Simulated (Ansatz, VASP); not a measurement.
This is a calculation of SnSe for VASP 6.6.1.

Contents of INCAR:

```
SYSTEM = SnSe
ALGO = Normal ; EDIFF = 1E-6
ENCUT = 520 ; GGA = PE
ISIF = 2 ; ISMEAR = 0
LASPH = .True. ; LCHARG = .False.
LREAL = .False. ; LWAVE = .False.
NELM = 100 ; PREC = Accurate
SIGMA = 0.015
```

File KPOINTS:

```
k-points
0
Gamma
  3 6 6
  0 0 0
```

Contents of POSCAR:

```
SnSe
1.0
   11.4200000000      0.0000000000      0.0000000000
    0.0000000000      4.1900000000      0.0000000000
    0.0000000000      0.0000000000      4.4600000000
Sn Se
4 4
Direct
    0.8770000000      0.7500000000      0.9090000000
    0.6230000000      0.2500000000      0.4090000000
    0.3770000000      0.7500000000      0.5910000000
    0.1230000000      0.2500000000      0.0910000000
    0.6430000000      0.7500000000      0.9840000000
    0.8570000000      0.2500000000      0.4840000000
    0.1430000000      0.7500000000      0.5160000000
    0.3570000000      0.2500000000      0.0160000000
```

Potentials or basis: VASP PAW PBE potentials, release 64 (Sn_d, Se).

The run is started by

```bash
$ cat potpaw_PBE.64/Sn_d/POTCAR potpaw_PBE.64/Se/POTCAR > POTCAR
$ mpirun -np 1 vasp_std > vasp.out
```

Problem. Translate it to Ansatz 0.2.0. Potentials there: Ansatz PAW.

Solution. As run (the cutoff follows the program's own potentials):

File input.yaml:

```yaml
crystal:
  lattice:
    - [11.42, 0.0, 0.0]
    - [0.0, 4.19, 0.0]
    - [0.0, 0.0, 4.46]
  atoms:
    - { symbol: Sn, position: [0.877, 0.75, 0.909] }
    - { symbol: Sn, position: [0.623, 0.25, 0.409] }
    - { symbol: Sn, position: [0.377, 0.75, 0.591] }
    - { symbol: Sn, position: [0.123, 0.25, 0.091] }
    - { symbol: Se, position: [0.643, 0.75, 0.984] }
    - { symbol: Se, position: [0.857, 0.25, 0.484] }
    - { symbol: Se, position: [0.143, 0.75, 0.516] }
    - { symbol: Se, position: [0.357, 0.25, 0.016] }
hamiltonian:
  xc: pbe
  pseudopotentials: { kind: paw }
kpoints:
  mp_grid: { grid: [3, 6, 6] }
scf:
  occupations: { method: gaussian, width: 0.015 }
output:
  forces: true
  stress: true
  eigenvalues: true
```

Potentials or basis: Ansatz PAW.

Command:

```console
$ ansatz run input.yaml --threads 4 --pin off --max-ram 11264MiB --backend cpu --events-out ev --progress --plain --runs-dir out
```

Both were run:

|  | VASP | Ansatz | Ansatz less VASP |
| --- | --- | --- | --- |
| gap on the k mesh at the Fermi level (eV) | 0.54 | 0.54 | +0.005 |
| least direct gap on the mesh (eV) | 0.70 | 0.71 | +0.009 |
| pressure (GPa) | 2.4 | 2.4 | -0.03 |
| largest component of the traceless stress (GPa) | 1.85 | 1.82 | -0.024 |
| rms of the force components (eV/Å) | 0.173 | 0.165 | -0.0074 |

Atom by atom the forces differ by 0.009 eV/Å (rms over components). With one functional, cell and mesh, what is left measures potentials, basis and numerics. The two sets of potentials don't hold the same shells in valence.

Caveats: spin-orbit coupling is left out, which moves the levels of the heavy elements; an odd mesh through Γ misses points on the zone boundary, where band edges often lie (VASP); odd divisions of the mesh miss points on the zone boundary, where band edges often lie, so the gap on the mesh can be too wide (Ansatz).
